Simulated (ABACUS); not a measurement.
# Co (P6_3/mmc) in ABACUS: further runs, part 2 of 2

ABACUS 3.10.1. The steps go on from the part before.

## 3. Equation of state, r2SCAN, collinear spin, ferromagnetic start, 10.00 Å³/atom (volume scaled by 0.94)

run_abacus.py

```python
"""ABACUS run from a structure file: ASE reads it, the script writes STRU, KPT and INPUT."""
import re
import subprocess
from ase.io import read
from ase.units import Bohr

atoms = read("POSCAR")
atoms = atoms[(-atoms.numbers).argsort(kind="stable")]  # ABACUS lists atoms element by element
pseudo = {'Co': 'Co_ONCV_PBE-1.2.upf'}
orbital = {}
magmoms = [2.0, 2.0]
kmesh = [8, 8, 4]
params = {
    'suffix': 'Co',
    'calculation': 'scf',
    'basis_type': 'pw',
    'pseudo_dir': './',
    'symmetry': 1,
    'dft_functional': 'MGGA_X_R2SCAN+MGGA_C_R2SCAN',
    'ecutwfc': 112,
    'pseudo_rcut': 10,
    'nspin': 2,
    'nbands': 23,
    'ks_solver': 'dav',
    'smearing_method': 'fd',
    'smearing_sigma': 0.00367493,
    'scf_thr': 1e-08,
    'scf_nmax': 100,
    'mixing_type': 'broyden',
    'mixing_beta': 0.4,
    'cal_force': 1,
    'cal_stress': 1,
    'mixing_tau': 1,
    'kpar': 4,
}

symbols = atoms.get_chemical_symbols()
elements = list(dict.fromkeys(symbols))
lines = ["ATOMIC_SPECIES"] + [f"{e} {atoms.get_masses()[symbols.index(e)]:.4f} {pseudo[e]}" for e in elements]
if orbital:
    lines += ["", "NUMERICAL_ORBITAL"] + [orbital[e] for e in elements]
lines += ["", "LATTICE_CONSTANT", f"{1 / Bohr:.10f}", "", "LATTICE_VECTORS"]
lines += [" ".join(f"{x:.10f}" for x in v) for v in atoms.cell]
lines += ["", "ATOMIC_POSITIONS", "Direct"]
for e in elements:
    lines += ["", e, "0.0", str(symbols.count(e))]
    for i, p in enumerate(atoms.get_scaled_positions(wrap=False)):
        if symbols[i] == e:
            mag = "" if magmoms is None else " mag " + " ".join(str(x) for x in (magmoms[i] if isinstance(magmoms[i], list) else [magmoms[i]]))
            lines.append(" ".join(f"{x:.10f}" for x in p) + " 1 1 1" + mag)
open("STRU", "w").write("\n".join(lines) + "\n")
open("KPT", "w").write("K_POINTS\n0\nGamma\n%d %d %d 0 0 0\n" % tuple(kmesh))
open("INPUT", "w").write("INPUT_PARAMETERS\n" + "".join(f"{k:<20s}{v}\n" for k, v in params.items()))

done = subprocess.run(['mpirun', '-np', '4', 'abacus'])
if done.returncode:
    raise SystemExit(done.returncode)
log = open("OUT.Co/running_scf.log").read()
print("final energy (eV):", re.findall(r"FINAL_ETOT_IS (\S+)", log))
```

POSCAR

```
Co
1.0
    2.4215367659      0.0000000000      0.0000000000
   -1.2107683830      2.0971123555      0.0000000000
    0.0000000000      0.0000000000      3.9390568819
Co
2
Direct
    0.6666666667      0.3333333333      0.7500000000
    0.3333333333      0.6666666667      0.2500000000
```

Potentials or basis: SG15 ONCV 1.2 PBE, plane waves.

The run is started by

```sh
$ OMP_NUM_THREADS=1 python run_abacus.py > log
```

running log:

```text
ABACUS v3.10.1

               Atomic-orbital Based Ab-initio Computation at UStc

 ------------------------------------------------------------------------------------

 READING GENERAL INFORMATION
                           global_out_dir = OUT.Co/
                           global_in_card = INPUT
                               pseudo_dir = ./
                              orbital_dir =
                                    DSIZE = 4
                                    GSIZE = 1

 READING UNITCELL INFORMATION
                                    ntype = 1
                  lattice constant (Bohr) = 1.88973
              lattice constant (Angstrom) = 1

 READING ATOM TYPE 1
                               atom label = Co
[... 438 lines left out ...]
 EFERMI = 22.325204061 eV

 STATE ENERGY(eV) AND OCCUPATIONS    NSPIN == 2
SPIN UP :
 1/8 kpoint (Cartesian) = 0.0000 0.0000 0.0000 (2731 pws)
       1       -77.6896     0.00390625
       2       -77.6089     0.00390625
       3       -40.3113     0.00390625
       4       -39.9280     0.00390625
       5       -39.9280     0.00390625
       6       -39.8773     0.00390625
[... 140 lines left out ...]
      22        39.0012        0.00000
      23        39.7917        0.00000

[... levels at 10 further k points ...]

------------------------------------------------------------------------------------------
 TOTAL-FORCE (eV/Angstrom)
------------------------------------------------------------------------------------------
                       Co1         0.0000000000         0.0000000000         0.0000000000
                       Co2         0.0000000000         0.0000000000         0.0000000000
------------------------------------------------------------------------------------------

----------------------------------------------------------------
 TOTAL-STRESS (KBAR)
----------------------------------------------------------------
       164.7767147828         0.0000000039         0.0000000000
         0.0000000039       164.7767147777         0.0000000000
         0.0000000000        -0.0000000000       186.0805275270
----------------------------------------------------------------
 TOTAL-PRESSURE: 171.877986 KBAR

 --------------------------------------------
 !FINAL_ETOT_IS -7374.4123162078922178 eV
 --------------------------------------------
```

INPUT:

```text
INPUT_PARAMETERS
suffix              Co
calculation         scf
basis_type          pw
pseudo_dir          ./
symmetry            1
dft_functional      MGGA_X_R2SCAN+MGGA_C_R2SCAN
ecutwfc             112
pseudo_rcut         10
nspin               2
nbands              23
ks_solver           dav
smearing_method     fd
smearing_sigma      0.00367493
scf_thr             1e-08
scf_nmax            100
mixing_type         broyden
mixing_beta         0.4
cal_force           1
cal_stress          1
mixing_tau          1
kpar                4
```

STRU:

```text
ATOMIC_SPECIES
Co 58.9332 Co_ONCV_PBE-1.2.upf

LATTICE_CONSTANT
1.8897261258

LATTICE_VECTORS
2.4215367659 0.0000000000 0.0000000000
-1.2107683830 2.0971123555 0.0000000000
0.0000000000 0.0000000000 3.9390568819

ATOMIC_POSITIONS
Direct

Co
0.0
2
0.6666666667 0.3333333333 0.7500000000 1 1 1 mag 2.0
0.3333333333 0.6666666667 0.2500000000 1 1 1 mag 2.0
```

Run time: 45 s. Hardware: 4 MPI ranks of Intel Xeon Platinum 8488C (Sapphire Rapids), shared host; peak memory 0.44 GiB.

What came out:

| Item | Value |
| --- | --- |
| Free energy | -7374.4123 eV |
| Pressure | 17.2 GPa |
| Band gap on the k mesh | none (metal or under the smearing width) |
| Net moment | 3.47 μB per cell |
| Absolute moment | 4.14 μB per cell |

Caveat: the k mesh is coarse (spacing up to 0.40 Å⁻¹), so the values aren't converged; the potentials were made for another functional, which shifts forces and pressure.

## 4. Equation of state, r2SCAN, collinear spin, ferromagnetic start, 10.43 Å³/atom (volume scaled by 0.98)

run_abacus.py is that of step 3.

POSCAR

```
Co
1.0
    2.4554087999      0.0000000000      0.0000000000
   -1.2277044000      2.1264463974      0.0000000000
    0.0000000000      0.0000000000      3.9941557227
Co
2
Direct
    0.6666666667      0.3333333333      0.7500000000
    0.3333333333      0.6666666667      0.2500000000
```

The run is started by

```sh
$ OMP_NUM_THREADS=1 python run_abacus.py > log
```

Run time: 43 s. Hardware: 4 MPI ranks of Intel Xeon Platinum 8488C (Sapphire Rapids), shared host; peak memory 0.48 GiB.

It converged, with:

- Free energy: -7374.4715 eV
- Pressure: 5.5 GPa
- Band gap on the k mesh: none (metal or under the smearing width)
- Net moment: 3.52 μB per cell
- Absolute moment: 4.22 μB per cell

Caveat: the k mesh is coarse (spacing up to 0.39 Å⁻¹), so the values aren't converged; the potentials were made for another functional, which shifts forces and pressure.

## 5. Equation of state, r2SCAN, collinear spin, ferromagnetic start, 10.85 Å³/atom (volume scaled by 1.02)

run_abacus.py is that of step 4.

POSCAR

```
Co
1.0
    2.4883712406      0.0000000000      0.0000000000
   -1.2441856203      2.1549927084      0.0000000000
    0.0000000000      0.0000000000      4.0477749493
Co
2
Direct
    0.6666666667      0.3333333333      0.7500000000
    0.3333333333      0.6666666667      0.2500000000
```

The run is started by

```sh
$ OMP_NUM_THREADS=1 python run_abacus.py > log
```

Run time: 43 s. Hardware: 4 MPI ranks of Intel Xeon Platinum 8488C (Sapphire Rapids), shared host; peak memory 0.48 GiB.

Results (log left out):

```yaml
Free_energy: -7374.4749 eV
Pressure: -4.0 GPa
Band_gap_on_the_k_mesh: none (metal or under the smearing width)
Net_moment: 3.56 μB per cell
Absolute_moment: 4.29 μB per cell
```

Caveat: the k mesh is coarse (spacing up to 0.39 Å⁻¹), so the values aren't converged; the potentials were made for another functional, which shifts forces and pressure.

## 6. Equation of state, r2SCAN, collinear spin, ferromagnetic start, 11.28 Å³/atom (volume scaled by 1.06)

run_abacus.py is that of step 5.

POSCAR

```
Co
1.0
    2.5204827983      0.0000000000      0.0000000000
   -1.2602413992      2.1828021331      0.0000000000
    0.0000000000      0.0000000000      4.1000100648
Co
2
Direct
    0.6666666667      0.3333333333      0.7500000000
    0.3333333333      0.6666666667      0.2500000000
```

Potentials or basis: SG15 ONCV 1.2 PBE, plane waves.

The run is started by

```sh
$ OMP_NUM_THREADS=1 python run_abacus.py > log
```

It took 1.8 min on 4 MPI ranks of Intel Xeon Platinum 8488C (Sapphire Rapids), shared host; peak memory 0.52 GiB.

It converged, with:

```
Free energy            : -7374.4343 eV
Pressure               : -11.7 GPa
Band gap on the k mesh : none (metal or under the smearing width)
Net moment             : 3.56 μB per cell
Absolute moment        : 4.34 μB per cell
```

Caveat: the k mesh is coarse (spacing up to 0.38 Å⁻¹), so the values aren't converged; the potentials were made for another functional, which shifts forces and pressure.

## 7. Equation of state, r2SCAN, collinear spin, ferromagnetic start

This step only gathers the single runs of the series.

Results:

```
Equilibrium volume                        : 10.67 Å³/atom
Bulk modulus at fixed shape and positions : 229 GPa
Pressure derivative of the bulk modulus   : 4.9 (rough: it moves with the points fitted)
```

Energy against volume, from the lowest point:
```tsv
volume (Å³/atom)	energy (meV/atom)
10.002	31.29
10.427	1.69
10.853	0.00
11.279	20.32
```

Caveat: the k mesh is coarse (spacing up to 0.39 Å⁻¹), so the values aren't converged; the cell was scaled at fixed shape and fractional positions, which overstates the stiffness of a crystal with free parameters, most of all of layers and chains; the potentials were made for another functional, which shifts forces and pressure.

## 8. Band structure, PBE, collinear spin, ferromagnetic start

INPUT

```
INPUT_PARAMETERS
suffix              Co
calculation         nscf
basis_type          lcao
pseudo_dir          ./
orbital_dir         ./
symmetry            -1
dft_functional      pbe
ecutwfc             100.0
pseudo_rcut         10
nspin               2
nbands              29
ks_solver           scalapack_gvx
smearing_method     fd
smearing_sigma      0.00367493
scf_thr             1e-07
scf_nmax            100
mixing_type         broyden
mixing_beta         0.4
init_chg            file
out_band            1
```

STRU

```
ATOMIC_SPECIES
Co 58.9332 Co.upf

NUMERICAL_ORBITAL
Co_confined-atom_7au_4s3p3d1f.orb

LATTICE_CONSTANT
1.8897261246

LATTICE_VECTORS
2.4719999032 0.0000000000 0.0000000000
-1.2359999516 2.1408147143 0.0000000000
0.0000000000 0.0000000000 4.0211440800

ATOMIC_POSITIONS
Direct

Co
0.0
2
0.6666666667 0.3333333333 0.7500000000 1 1 1 mag 2
0.3333333333 0.6666666667 0.2500000000 1 1 1 mag 2
```

KPT

```
K_POINTS
12
Line
0.00000000 0.00000000 0.00000000 10 // G
0.50000000 0.00000000 0.00000000 10 // M
0.33333333 0.33333333 0.00000000 10 // K
0.00000000 0.00000000 0.00000000 10 // G
0.00000000 0.00000000 0.50000000 10 // A
0.50000000 0.00000000 0.50000000 10 // L
0.33333333 0.33333333 0.50000000 10 // H
0.00000000 0.00000000 0.50000000 1 // A
0.50000000 0.00000000 0.50000000 10 // L
0.50000000 0.00000000 0.00000000 1 // M
0.33333333 0.33333333 0.00000000 10 // K
0.33333333 0.33333333 0.50000000 1 // H
```

Potentials or basis: PseudoDojo NC SR 0.5 PBE standard, TZDP LCAO (the cutoffs set its grid).

The run is started by

```sh
$ OMP_NUM_THREADS=1 mpirun -np 4 abacus > log
```

running log:

```text
ABACUS v3.10.1

               Atomic-orbital Based Ab-initio Computation at UStc

 ------------------------------------------------------------------------------------

 READING GENERAL INFORMATION
                           global_out_dir = OUT.Co/
                           global_in_card = INPUT
                               pseudo_dir = ./
                              orbital_dir = ./
                                    DSIZE = 4
                                    GSIZE = 1

 READING UNITCELL INFORMATION
                                    ntype = 1
                  lattice constant (Bohr) = 1.88973
              lattice constant (Angstrom) = 1

 READING ATOM TYPE 1
                               atom label = Co
                      L=0, number of zeta = 4
                      L=1, number of zeta = 3
                      L=2, number of zeta = 3
                      L=3, number of zeta = 1
             number of atom for this type = 2
               magnetization of element 1 = 2

                        TOTAL ATOM NUMBER = 2
DIRECT COORDINATES
    atom                   x                   y                   z     mag                  vx                  vy                  vz
taud_Co1            0.6666666667        0.3333333333        0.7500000000  2.0000        0.0000000000        0.0000000000        0.0000000000
taud_Co2            0.3333333333        0.6666666667        0.2500000000  2.0000        0.0000000000        0.0000000000        0.0000000000

                          Volume (Bohr^3) = 143.606
                             Volume (A^3) = 21.2802

 Lattice vectors: (Cartesian coordinate: in unit of a_0)
               +2.472                  +0                  +0
               -1.236            +2.14081                  +0
                   +0                  +0            +4.02114
 Reciprocal vectors: (Cartesian coordinate: in unit of 2 pi/a_0)
            +0.404531           +0.233556                  -0
                   -0           +0.467112                  -0
                   +0                  -0           +0.248685
 The esolver type has been set to : ksdft_lcao

                PAO radial cut off (Bohr) = 10

 Read in pseudopotential file is Co.upf
                     pseudopotential type = NC
          exchange-correlation functional = PBE
                 nonlocal core correction = 1
                        valence electrons = 17
                                     lmax = 2
                           number of zeta = 4
                     number of projectors = 6
                           L of projector = 0
[... 117 lines left out ...]
        4            187           3213

 SET NONLOCAL PSEUDOPOTENTIAL PROJECTORS
 max number of nonlocal projetors among all species is 6

 -------------------------------------------
 NONSELF-CONSISTENT
 -------------------------------------------

 SETUP SEARCHING RADIUS FOR PROGRAM TO SEARCH ADJACENT ATOMS
                  longest orb rcut (Bohr) = 7
   longest nonlocal projector rcut (Bohr) = 1.7
                     search radius (Bohr) = 17.4
              searching radius is (Bohr)) = 17.4
         searching radius unit is (Bohr)) = 1.89
                         PeriodicBoundary = 1
                        Radius(unit:lat0) = 9.21
                                   glayer = [ 6, 6, 4 ]
                             glayer_minus = [ 5, 5, 3 ]

Find the coordinate range of the input atom(unit:lat0).
                                  min_tau = [ -18.5, -9.99, -11.1 ]
                                  max_tau = [ 19.8, 12.1, 15.1 ]
                                BoxNumber = [ 11, 11, 7 ]

 SETUP EXTENDED REAL SPACE GRID FOR GRID INTEGRATION
                          real space grid = [ 30, 30, 50 ]
                 big cell numbers in grid = [ 6, 6, 10 ]
             meshcell numbers in big cell = [ 5, 5, 5 ]
                        extended fft grid = [ 11, 11, 10 ]
                dimension of extened grid = [ 29, 29, 31 ]
                            UnitCellTotal = 100
              Atom number in sub-FFT-grid = 2
    Local orbitals number in sub-FFT-grid = 70
                                ParaV.nnr = 139043

                                 init_chg = file
 try to read charge from file
 Read in the charge density: OUT.Co//Co-CHARGE-DENSITY.restart

 LCAO ALGORITHM --------------- ION=   1  ELEC=   1--------------------------------
[... levels at 186 k points of this process ...]

          total magnetism (Bohr mag/cell) = 3.11950
       absolute magnetism (Bohr mag/cell) = 3.47898
                        nelec for spin up = 18.5598
                      nelec for spin down = 15.4402

 Density error is 0.00000000000
----------------------------------------------------------
     Energy           Rydberg                 eV
----------------------------------------------------------
 E_KohnSham     -612.1575580687      -8328.8308635007
 E_KS(sigma->0) -612.1568201823      -8328.8208240410
 E_Harris       -612.1575580687      -8328.8308635007
 E_band         -33.5855619465       -456.9550130040
 E_one_elec     -247.2182113968      -3363.5763243652
 E_Hartree      148.8854230282       2025.6901023233
 E_xc           -112.1860530429      -1526.3695575142
 E_Ewald        -401.6372408843      -5464.5550050251
 E_entropy(-TS) -0.0014757728        -0.0200789194
 E_descf        0.0000000000         0.0000000000
 E_exx          0.0000000000         0.0000000000
 E_Fermi        1.4363944082         19.5431485274
----------------------------------------------------------

 charge density convergence is achieved
 final etot is -8328.8308635 eV
 EFERMI = 19.543148527 eV

 STATE ENERGY(eV) AND OCCUPATIONS    NSPIN == 2
SPIN UP :
 1/93 kpoint (Cartesian) = 0.0000 0.0000 0.0000 (609 pws)
       1       -76.2940      0.0107527
       2       -76.2332      0.0107527
       3       -39.7703      0.0107527
       4       -39.4654      0.0107527
       5       -39.4654      0.0107527
       6       -39.4214      0.0107527
[... 176 lines left out ...]
      28        48.1982        0.00000
      29        48.3486        0.00000

[... levels at 180 further k points ...]

 --------------------------------------------
 !FINAL_ETOT_IS -8328.830863500689 eV
 --------------------------------------------

 Output bands in file: OUT.Co/BANDS_1.dat

 Output bands in file: OUT.Co/BANDS_2.dat
```

It took 4 s on 4 MPI ranks of Intel Xeon Platinum 8488C (Sapphire Rapids), shared host; peak memory 0.44 GiB.

Levels at the corners of the path, in eV from the Fermi level:
Spin up:
| point | band 14 | band 15 | band 16 | band 17 | band 18 | band 19 | band 20 | band 21 | band 22 | band 23 |
| --- | --- | --- | --- | --- | --- | --- | --- | --- | --- | --- |
| Γ | -2.34 | -2.34 | -1.95 | -1.95 | -0.83 | -0.83 | -0.21 | 6.42 | 22.35 | 24.95 |
| M | -2.59 | -2.26 | -0.67 | -0.60 | -0.52 | 1.33 | 3.40 | 9.75 | 10.42 | 12.86 |
| K | -2.94 | -1.98 | -0.95 | -0.95 | -0.84 | 4.58 | 5.43 | 5.43 | 12.47 | 13.21 |
| Γ | -2.34 | -2.34 | -1.95 | -1.95 | -0.83 | -0.83 | -0.21 | 6.42 | 22.35 | 24.95 |
| A | -2.72 | -2.72 | -2.72 | -1.15 | -1.15 | -1.15 | -1.15 | 15.03 | 15.03 | 23.17 |
| L | -1.83 | -1.09 | -1.09 | -0.58 | -0.58 | 1.58 | 1.58 | 7.42 | 7.42 | 18.58 |
| H | -3.03 | -1.94 | -1.94 | -0.77 | -0.77 | 5.81 | 5.81 | 7.43 | 7.43 | 9.74 |
| A | -2.72 | -2.72 | -2.72 | -1.15 | -1.15 | -1.15 | -1.15 | 15.03 | 15.03 | 23.17 |
| L | -1.83 | -1.09 | -1.09 | -0.58 | -0.58 | 1.58 | 1.58 | 7.42 | 7.42 | 18.58 |
| M | -2.59 | -2.26 | -0.67 | -0.60 | -0.52 | 1.33 | 3.40 | 9.75 | 10.42 | 12.86 |
| K | -2.94 | -1.98 | -0.95 | -0.95 | -0.84 | 4.58 | 5.43 | 5.43 | 12.47 | 13.21 |
| H | -3.03 | -1.94 | -1.94 | -0.77 | -0.77 | 5.81 | 5.81 | 7.43 | 7.43 | 9.74 |
Spin down:
```tsv
point	band 13	band 14	band 15	band 16	band 17	band 18	band 19	band 20
Γ	-1.00	-0.63	-0.63	-0.37	-0.16	-0.16	1.08	1.08
M	-1.14	-1.11	-0.68	1.23	1.34	1.40	2.57	4.34
K	-1.44	-1.44	-0.37	0.92	0.92	1.08	5.32	6.13
Γ	-1.00	-0.63	-0.63	-0.37	-0.16	-0.16	1.08	1.08
A	-1.06	-1.06	-1.06	-1.06	0.73	0.73	0.73	0.73
L	-0.06	-0.06	0.18	0.18	1.33	1.33	2.18	2.18
H	-1.84	-1.84	-0.21	-0.21	1.11	1.11	6.39	6.39
A	-1.06	-1.06	-1.06	-1.06	0.73	0.73	0.73	0.73
L	-0.06	-0.06	0.18	0.18	1.33	1.33	2.18	2.18
M	-1.14	-1.11	-0.68	1.23	1.34	1.40	2.57	4.34
K	-1.44	-1.44	-0.37	0.92	0.92	1.08	5.32	6.13
H	-1.84	-1.84	-0.21	-0.21	1.11	1.11	6.39	6.39
```

Caveat: the atomic orbitals were generated for these runs and aren't a published set; the density is read from an earlier self-consistent run, whose mesh may be coarse; the basis of atomic orbitals isn't converged, which shifts pressures, moduli and gaps.
